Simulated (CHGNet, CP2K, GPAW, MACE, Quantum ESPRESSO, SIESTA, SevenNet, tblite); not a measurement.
# Generalised stacking fault on (110) of BePd (80 atoms): one structure in several programs

How near do other programs and methods come to a plane-wave reference for generalised stacking fault on (110) of BePd (80 atoms)? A plane-wave run serves as the reference.

Calculated with Quantum ESPRESSO 7.5; Kohn-Sham DFT, PBE, SSSP efficiency 1.3.0 pseudopotentials, plane waves.

In doubt: a PseudoDojo file used here is known to give poor structures and forces (SIESTA), which bears on pressures, cells, forces and phonons.

## Step 1: The structure

The cell holds 80 atoms: 40 Be and 40 Pd. Cell: a = 5.626 Å, b = 7.956 Å, c = 19.913 Å, α = 90.0°, β = 87.3°, γ = 90.0°. It derives from BePd (CsCl-type). CsCl-type BePd (a = 2.813 Å), cell with z along [110], 2 x 2 x 5 periods; the third cell vector is tilted by 0.333 of [001] and lengthened by 0 Å, so the cell holds one fault; displaced by a Gaussian of 0.01 Å. Then every atom was moved at random, 0.02 Å r.m.s. a Cartesian component. The structure's axis is c.

## Step 2: The reference run

Contents of pw.in:

```
&control
  calculation = 'scf'
  pseudo_dir = './pseudo'
  outdir = './tmp'
  disk_io = 'none'
  tprnfor = .true.
  tstress = .true.
/
&system
  ibrav = 0
  nat = 80
  ntyp = 2
  ecutwfc = 55
  ecutrho = 440
  nosym = .true.
  occupations = 'smearing'
  smearing = 'fd'
  degauss = 0.003675
/
&electrons
  conv_thr = 4.0e-07
  electron_maxstep = 100
  mixing_beta = 0.2
  mixing_mode = 'local-TF'
  diagonalization = 'david'
/
ATOMIC_SPECIES
Be 9.012 Be.upf
Pd 106.420 Pd.upf
CELL_PARAMETERS angstrom
5.62600 0.00000 0.00000
0.00000 7.95637 0.00000
0.93769 0.00000 19.89091
ATOMIC_POSITIONS crystal
Be 0.84293 0.00198 0.99982
Pd 0.22975 0.99904 0.09813
Be 0.33776 0.99832 0.00043
Pd 0.73408 0.00153 0.10031
Be 0.82653 0.50086 0.99934
Pd 0.22766 0.50297 0.09897
Be 0.33387 0.49923 0.99984
Pd 0.73835 0.49815 0.10018
Be 0.97989 0.24606 0.10056
Pd 0.21500 0.24649 0.19971
Be 0.48398 0.24347 0.09837
Pd 0.71369 0.24989 0.19760
[... 64 atom lines left out ...]
Be 0.85104 0.74901 0.89619
Pd 0.08558 0.75170 0.00055
Be 0.34929 0.75371 0.90021
Pd 0.58613 0.75526 0.00004
K_POINTS gamma
```

Run with:

```bash
> OMP_NUM_THREADS=1 mpirun -np 4 pw.x -in pw.in > output.txt
```

Output:

```text
Program PWSCF
     gamma-point specific algorithms are used
     one sub-group per band group will be used
     scalapack distributed-memory algorithm (size of sub-group:  2*  2 procs)
     Parallelization info
     sticks:   dense  smooth     PW     G-vecs:    dense   smooth      PW
     Min        1400     702    174               234151    82778   10344
     Max        1402     705    176               234156    82786   10356
     Sum        5603    2813    699               936615   331127   41399
     bravais-lattice index     =            0
     lattice parameter (alat)  =      10.6316  a.u.
     unit-cell volume          =    6008.4984 (a.u.)^3
     number of atoms/cell      =           80
     number of atomic types    =            2
     number of electrons       =       880.00
[... lines left out ...]
     scf convergence threshold =      4.0E-07
[... lines left out ...]
     number of k points=     1  Fermi-Dirac smearing, width (Ry)=  0.0037
[... lines left out ...]
     total energy              =  -11259.71438780 Ry
[... lines left out ...]
     total energy              =  -11259.64775215 Ry
[... lines left out ...]
     total energy              =  -11259.64544799 Ry
[... lines left out ...]
     total energy              =  -11259.64832762 Ry
[... lines left out ...]
     total energy              =  -11259.64832763 Ry
[... lines left out ...]
          k = 0.0000 0.0000 0.0000 ( 20700 PWs)   bands (ev):
   -83.0810 -83.0785 -83.0607 -83.0590 -83.0447 -83.0017 -82.9932 -82.9713
   -82.8795 -82.8763 -82.8706 -82.8701 -82.8631 -82.8624 -82.8594 -82.8581
   -82.8458 -82.8440 -82.8399 -82.8391 -82.8360 -82.8337 -82.8321 -82.8316
[...]
23.6825  23.7060  23.9234  24.0147  24.0286  24.0440  24.0759  24.1088
    24.1486  24.1956  24.2351  24.2815  24.3817  24.3897  24.4034  24.4083
     the Fermi energy is    17.0665 ev
!    total energy              =  -11259.64832766 Ry
     estimated scf accuracy    <       0.00000028 Ry
     smearing contrib. (-TS)   =      -0.02540487 Ry
     internal energy E=F+TS    =  -11259.62292279 Ry
     The total energy is F=E-TS. E is the sum of the following terms:
     one-electron contribution =   -4410.91471662 Ry
     hartree contribution      =    2471.06573561 Ry
     xc contribution           =   -1197.69744048 Ry
     ewald contribution        =   -8122.07650129 Ry
     convergence has been achieved in  10 iterations
     Forces acting on atoms (cartesian axes, Ry/au):
     atom    1 type  1   force =     0.01586176   -0.00127619   -0.06609847
     atom    2 type  2   force =    -0.00041567   -0.00458012    0.03060616
     atom    3 type  1   force =     0.01674984    0.00531066   -0.08691104
[...]
atom   79 type  1   force =     0.00839661   -0.00697450   -0.01630413
     atom   80 type  2   force =     0.00961846   -0.01239743   -0.02697324
     Total force =     0.259528     Total SCF correction =     0.002481
     Computing stress (Cartesian axis) and pressure
          total   stress  (Ry/bohr**3)                   (kbar)     P=       75.43
   0.00103769   0.00000156  -0.00013442          152.65        0.23      -19.77
   0.00000156   0.00004117  -0.00001199            0.23        6.06       -1.76
  -0.00013442  -0.00001199   0.00045932          -19.77       -1.76       67.57
     Message from routine punch:
     Nothing written, as per user request (disk_io='none')
```

Wall time 2.6 min (4 MPI ranks of Intel Xeon Platinum 8259CL at 2.50GHz (Skylake/Cascade Lake), shared host); peak memory 2.8 GiB.

Banners, paths, timers and routine set-up lines are dropped from the logs unmarked, and long logs keep their key lines alone; longer cuts are marked.

Numbers from this run:

```
r.m.s. force component : 0.4307 eV/Å
longest force          : 2.28 eV/Å
pressure               : 7.543 GPa
```

## Step 3: Structure statistics

Density 8.61 g/cm³, 11.13 Å³ an atom.

Pair distribution functions g(r), in bins of 0.1 Å:

| r (Å) | total | Be-Be | Be-Pd | Pd-Pd |
| --- | --- | --- | --- | --- |
| 1.95 | 0.00 | 0.00 | 0.00 | 0.00 |
| 2.05 | 0.43 | 0.00 | 0.86 | 0.00 |
| 2.15 | 0.00 | 0.00 | 0.00 | 0.00 |
| 2.25 | 0.00 | 0.00 | 0.00 | 0.00 |
| 2.35 | 1.73 | 0.00 | 3.46 | 0.00 |
| 2.45 | 9.23 | 0.00 | 18.50 | 0.00 |
| 2.55 | 0.38 | 0.00 | 0.76 | 0.00 |
| 2.65 | 0.00 | 0.00 | 0.00 | 0.00 |
| 2.75 | 2.33 | 4.83 | 0.00 | 4.49 |
| 2.85 | 3.94 | 7.70 | 0.00 | 8.06 |
| 2.95 | 0.38 | 0.71 | 0.05 | 0.72 |
| 3.05 | 0.21 | 0.10 | 0.33 | 0.10 |
| 3.15 | 0.00 | 0.00 | 0.00 | 0.00 |
| 3.25 | 0.00 | 0.00 | 0.00 | 0.00 |
| 3.35 | 0.23 | 0.47 | 0.00 | 0.47 |
| 3.45 | 0.08 | 0.15 | 0.00 | 0.15 |
| 3.55 | 0.00 | 0.00 | 0.00 | 0.00 |
| 3.65 | 0.00 | 0.00 | 0.00 | 0.00 |
| 3.75 | 0.00 | 0.00 | 0.00 | 0.00 |
| 3.85 | 0.14 | 0.06 | 0.24 | 0.00 |
| 3.95 | 4.50 | 8.80 | 0.00 | 9.19 |
| 4.05 | 1.69 | 3.49 | 0.00 | 3.27 |
| 4.15 | 0.05 | 0.16 | 0.00 | 0.05 |
| 4.25 | 0.00 | 0.00 | 0.00 | 0.00 |
| 4.35 | 0.10 | 0.19 | 0.02 | 0.19 |
| 4.45 | 0.51 | 0.18 | 0.84 | 0.18 |
| 4.55 | 0.34 | 0.00 | 0.68 | 0.00 |
| 4.65 | 7.37 | 0.25 | 14.50 | 0.29 |
| 4.75 | 1.22 | 0.16 | 2.30 | 0.12 |
| 4.85 | 1.98 | 3.94 | 0.00 | 3.98 |
| 4.95 | 0.79 | 1.35 | 0.25 | 1.31 |
| 5.05 | 0.30 | 0.00 | 0.59 | 0.00 |
| 5.15 | 0.00 | 0.00 | 0.00 | 0.00 |
| 5.25 | 0.00 | 0.00 | 0.00 | 0.00 |
| 5.35 | 0.01 | 0.03 | 0.00 | 0.00 |
| 5.45 | 0.27 | 0.33 | 0.13 | 0.47 |
| 5.55 | 0.53 | 0.46 | 0.66 | 0.31 |
| 5.65 | 1.39 | 2.73 | 0.01 | 2.79 |
| 5.75 | 0.13 | 0.27 | 0.00 | 0.24 |
| 5.85 | 0.03 | 0.05 | 0.00 | 0.05 |
| 5.95 | 0.26 | 0.35 | 0.17 | 0.35 |
| 6.05 | 0.94 | 0.00 | 1.87 | 0.00 |
| 6.15 | 3.98 | 0.26 | 7.75 | 0.16 |
| 6.25 | 2.82 | 5.50 | 0.11 | 5.55 |

Bonds by pair of elements; cutoffs follow the first minimum of g(r), held within bounds set by covalent radii, and pairs that aren't listed don't count as bonded (cutoffs were set anew for this text, so counts can differ from the run's own analysis):

| pair A-B | cutoff (Å) | bonds | mean length (Å) | spread (Å) | shortest (Å) | B about A | A about B |
| --- | --- | --- | --- | --- | --- | --- | --- |
| Be-Be | 2.98 | 119 | 2.82 | 0.045 | 2.75 | 5.95 | 5.95 |
| Be-Pd | 2.72 | 312 | 2.43 | 0.071 | 2.01 | 7.8 | 7.8 |
| Pd-Pd | 3.16 | 120 | 2.82 | 0.046 | 2.75 | 6 | 6 |

The cutoff for Be-Be falls short of the minimum of g(r), so counts run low and odd coordinations can be artefacts.

How many atoms have how many bonded neighbours:

| element | mean | 12 | 13 | 14 |
| --- | --- | --- | --- | --- |
| Be | 13.8 | 2 | 6 | 32 |
| Pd | 13.8 | 0 | 8 | 32 |

## Step 4: The ladder

The programs:
- CHGNet: machine-learned potential, published weights.
- CP2K 2026.2: Gaussian basis with GTH pseudopotentials and a plane-wave density; labels give functional, basis (MOLOPT sets; SR short-range, UZH the newer set with its own potentials), grid cutoff/relative cutoff and solver (OT: orbital transformation; TRS4, TC2, SIGN: linear-scaling purification with its sparsity filter), or its built-in tight binding.
- MACE: machine-learned potential, published weights.
- Quantum ESPRESSO 7.5: plane waves; labels (QE) give functional, pseudopotential set and cutoffs of waves/density.
- SIESTA 5.4.2: numerical atomic orbitals, whose automatically made sets are far from complete, with PseudoDojo norm-conserving potentials that we converted to its format (checked against plane waves on the same files for H, C, O, Si, Ge and Ca alone); labels give functional, basis size, energy shift and mesh cutoff.
- SevenNet: machine-learned potential, published weights.
- tblite 0.8.0: extended tight binding, driven from Python.

All use the same cell and atoms; the electronic-structure runs use the same k-mesh, and an electronic temperature of 580 K (0.05 eV) where levels are smeared.

Differences are against the plane-wave reference, forces as r.m.s. over components; share is that over the reference's r.m.s. force, slope the least-squares factor from reference forces to these. Total energies of different programs have different zeros and aren't compared.

| run | Δ force, r.m.s. (meV/Å) | share (%) | slope | Δ pressure (GPa) | cores | CPU time | memory (GiB) |
| --- | --- | --- | --- | --- | --- | --- | --- |
| reference | - | - | - | - | 4 | 10 min | 2.8 |
| CHGNet 0.3.0 potential | 186 | 43.1 | 0.852 | -2.36 | 1 | 6.6 s | 1.9 |
| CP2K PBE+D3, DZVP-MOLOPT-SR, 600/50 Ry, diagonalisation | 38.0 | 8.82 | 1.062 | -6.33 | 4 | 23 min | 4.9 |
| CP2K PBE, DZVP-MOLOPT-SR, 300/50 Ry, diagonalisation (coarse) | 1312 | 305 | 0.687 | 5.11 | 4 | 20 min | 3.1 |
| CP2K PBE, DZVP-MOLOPT-SR, 600/30 Ry, diagonalisation (coarse) | 44.9 | 10.4 | 1.053 | 1.46 | 4 | 17 min | 4.8 |
| CP2K PBE, DZVP-MOLOPT-SR, 600/50 Ry, diagonalisation | 30.4 | 7.05 | 1.063 | 1.57 | 4 | 21 min | 4.8 |
| CP2K PBEsol, PBE potentials, DZVP-MOLOPT-SR, 600/50 Ry, diagonalisation | 31.5 | 7.32 | 1.059 | -4.29 | 4 | 22 min | 4.8 |
| MACE MP-0b2 small potential | 167 | 38.8 | 0.865 | -3.30 | 1 | 8.2 s | 0.67 |
| QE PBE, gbrv-1.5, 40/200 Ry | 7.6 | 1.76 | 1.009 | 0.244 | 4 | 8.2 min | 1.4 |
| SIESTA PBE, DZ, shift 0.01 Ry, mesh 300 Ry (coarse) | 362 | 84.0 | 1.308 | 10.1 | 2 | 4 min | 0.87 |
| SevenNet 0 potential | 227 | 52.8 | 0.524 | -2.48 | 1 | 11 s | 1.1 |
| tblite GFN1-xTB | 335 | 77.8 | 1.496 | 15.2 | 1 | 27 s | 0.13 |

Rows marked coarse were listed beforehand as settings not expected to be converged; some can still land near the reference.

Times of the machine-learned potentials are mostly Python's start and the loading of weights.

CPU time is summed over cores on a shared host, where runs went side by side, so it is rough. Symmetry, cutoffs, thresholds, outputs and thread counts weren't matched or tuned between programs; memory under MPI is the largest rank's times the ranks.

Runs without a result: SIESTA PBE, DZP, shift 0.01 Ry, mesh 300 Ry (stopped at the start: Generation of polarization orbital failed Stopping Program from Node:    0); GPAW PBE, LCAO dzp, h 0.2 Å (cut off at its time limit of 16 min); CP2K PBE, SZV-MOLOPT-SR, 600/50 Ry, diagonalisation (stopped at the start: Extra MOs (ADDED_MOS) are required for smearing); GPAW PBE, LCAO szp(dzp), h 0.2 Å (cut off at its time limit of 8.5 min); GPAW PBE, LCAO sz(dzp), h 0.2 Å (cut off at its time limit of 4.1 min); GPAW PBE, LCAO dzp, h 0.16 Å (cut off at its time limit of 12 min).

Mean charges by element (e), by run and scheme:

| run | scheme | Be | Pd |
| --- | --- | --- | --- |
| CP2K PBE+D3, DZVP-MOLOPT-SR, 600/50 Ry, diagonalisation | Mulliken | +0.53 | -0.53 |
| CP2K PBE+D3, DZVP-MOLOPT-SR, 600/50 Ry, diagonalisation | Hirshfeld | -0.23 | +0.23 |
| CP2K PBE, DZVP-MOLOPT-SR, 600/50 Ry, diagonalisation | Mulliken | +0.53 | -0.53 |
| CP2K PBE, DZVP-MOLOPT-SR, 600/50 Ry, diagonalisation | Hirshfeld | -0.23 | +0.23 |
| CP2K PBEsol, PBE potentials, DZVP-MOLOPT-SR, 600/50 Ry, diagonalisation | Mulliken | +0.57 | -0.57 |
| CP2K PBEsol, PBE potentials, DZVP-MOLOPT-SR, 600/50 Ry, diagonalisation | Hirshfeld | -0.23 | +0.23 |
| tblite GFN1-xTB | Mulliken | +0.40 | -0.40 |

Within one program, basis, potentials and functional, energies share a zero. Each run against its twin at the usual cutoff or grid and solver:

| run | twin | Δ energy (meV/atom) | Δ force, r.m.s. (meV/Å) | CPU time over the twin's |
| --- | --- | --- | --- | --- |
| CP2K PBE, DZVP-MOLOPT-SR, 300/50 Ry, diagonalisation | DZVP-MOLOPT-SR, 600/50 Ry, diagonalisation | -78.3 | 1315 | 0.93 |
| CP2K PBE, DZVP-MOLOPT-SR, 600/30 Ry, diagonalisation | DZVP-MOLOPT-SR, 600/50 Ry, diagonalisation | 1.60 | 36.6 | 0.81 |

## Step 5: Results

- reference r.m.s. force component: 0.431 eV/Å
- nearest in forces: QE PBE, gbrv-1.5, 40/200 Ry, 1.8 %
- farthest in forces: CP2K PBE, DZVP-MOLOPT-SR, 300/50 Ry, diagonalisation (coarse), 305 %
- cheapest electronic-structure run beside the reference: tblite GFN1-xTB, 27 s of CPU time

**Reading.** PBE on plane waves or a grid with other potentials, cutoffs or grids, coarse settings apart, differs from the reference by 1.8 % (QE PBE, gbrv-1.5, 40/200 Ry) of the r.m.s. force; this holds the reference's own error, so differences of a few per cent don't tell which side is nearer the exact PBE result. The PBE run in local orbitals, coarse settings apart, differs by 7.1 % (CP2K PBE, DZVP-MOLOPT-SR, 600/50 Ry, diagonalisation); basis, grid and potentials can all enter. Tight binding differs by 78 % (tblite GFN1-xTB); it is another model, with fitted parameters of its own, and the xTB methods hold dispersion. Machine-learned potentials differ by 39 % (MACE MP-0b2 small potential) to 53 % (SevenNet 0 potential); they were trained on other programs' data. The reference samples few k-points for this cell, and its sampling error, which other DFT runs on the same mesh share, can be part of so large a difference. Among those trained on PBE data the slope goes as low as 0.52. Rows with another functional or a dispersion term differ by 7.3 % (CP2K PBEsol, PBE potentials, DZVP-MOLOPT-SR, 600/50 Ry, diagonalisation) to 8.8 % (CP2K PBE+D3, DZVP-MOLOPT-SR, 600/50 Ry, diagonalisation), which mixes the change of model with differences of basis and potentials, some of them made for another functional. Runs with settings chosen to be coarse differ by 10 % (CP2K PBE, DZVP-MOLOPT-SR, 600/30 Ry, diagonalisation) to 305 % (CP2K PBE, DZVP-MOLOPT-SR, 300/50 Ry, diagonalisation), their programs' other errors included. Of the electronic-structure runs that take under half the reference's CPU time, tblite GFN1-xTB comes nearest, at 78 % in 27 s against 10 min, too far off to be of use; its pressure misses by +15.2 GPa. In pressure, SIESTA PBE, DZ, shift 0.01 Ry, mesh 300 Ry misses by +10.1 GPa, at the same functional. Charges hang on model, scheme and program or settings: among these rows the mean for Be runs from -0.23 to +0.57 e, even in sign. In the reference: levels near the Fermi energy are neither full nor empty under the smearing, so no gap is quoted. Periodic xTB results under one method name differ between programs and library versions. The potentials hold different valence shells: 880 electrons in the reference, 800 in Quantum ESPRESSO with GBRV; this bears on time and differences. The reference's pressure holds the uncorrected Pulay stress of its 55 Ry basis, so small pressure differences, and their order, may be the reference's own error. A potential file of the SIESTA runs is in doubt, which bears on their forces and pressure. Machine-learned potentials mimic data converged in k, so the reference's own k-point error enters their differences. The cell is under 6 Å thick along one periodic direction, so every atom has periodic images of itself close by, which move with it and show among its neighbours and in g(r). The reference's stress is far from hydrostatic: its diagonal is 15.3, 0.6, 6.8 GPa, compression counted positive. The host structure and its lattice constant were typed by rule, without a check against the phase diagram. The reference's pressure of 7.5 GPa says that the cell would expand at this level of theory. The electronic-structure runs sample only Γ, in a cell whose shortest periodic width is 6 Å, which is coarse for a cell with partly filled levels.

[Also dropped from logs without a mark: logging warnings of Python, and SIESTA's first energy breakdown and zero terms.]

[Logs are printed without paths, hosts, clocks, repeated set-up lines and the standing remarks that a program may print on its own settings, such as how far it seeks lower states.]

[Hosts, paths, dates, database ids (printed as entryN), source tags and the programs' standing remarks are cut or masked in the printed files.]
